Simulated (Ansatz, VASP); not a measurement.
Mg in VASP and in Ansatz

```xyz
1
Lattice="0.0000 2.2443 2.2443 2.2443 0.0000 2.2443 2.2443 2.2443 0.0000" Properties=species:S:1:pos:R:3 pbc="T T T"
Mg    0.0000    0.0000    0.0000
```

This isn't the form of Mg at room conditions, which is hcp.

Alike in both runs: task relaxation of cell and atoms; functional RPBE; k mesh 10 × 10 × 10; occupations fermi-dirac, width 0.05 eV; no spin polarisation.

|  | VASP | Ansatz |
| --- | --- | --- |
| version | VASP 6.6.1 | Ansatz 0.2.0 |
| potentials or method | VASP PAW PBE potentials, release 64 (Mg) | Ansatz PAW |
| plane-wave cutoff (eV) | 600 | 420 |
| valence electrons in the cell | 2 | 10 |

Ansatz gave:

- gap on the k mesh at the Fermi level, each at its own relaxed structure (eV): none
- relaxed volume (Å³/atom): 23.85
- relaxed cell length with the largest relative difference (Å): 3.231
- energy change over the relaxation (meV/atom): -8

**Question.** What did VASP give for the same quantities?

**Answer.** gap on the k mesh at the Fermi level, each at its own relaxed structure (eV): none; relaxed volume (Å³/atom): 23.75; relaxed cell length with the largest relative difference (Å): 3.226; energy change over the relaxation (meV/atom): -6.

A gap of «none» marks a metal or a gap that the smearing closes. The two sets of potentials don't hold the same shells in valence.

Caveats: the PAW data sets were made with another functional, which shifts forces and pressure a little (VASP); the plane-wave basis is chosen anew once the cell has moved, so the energies of steps on either side of that aren't comparable (Ansatz); the PAW data sets come from PBE, with cores solved anew for the run's functional, which leaves a small shift of forces and pressure (Ansatz).
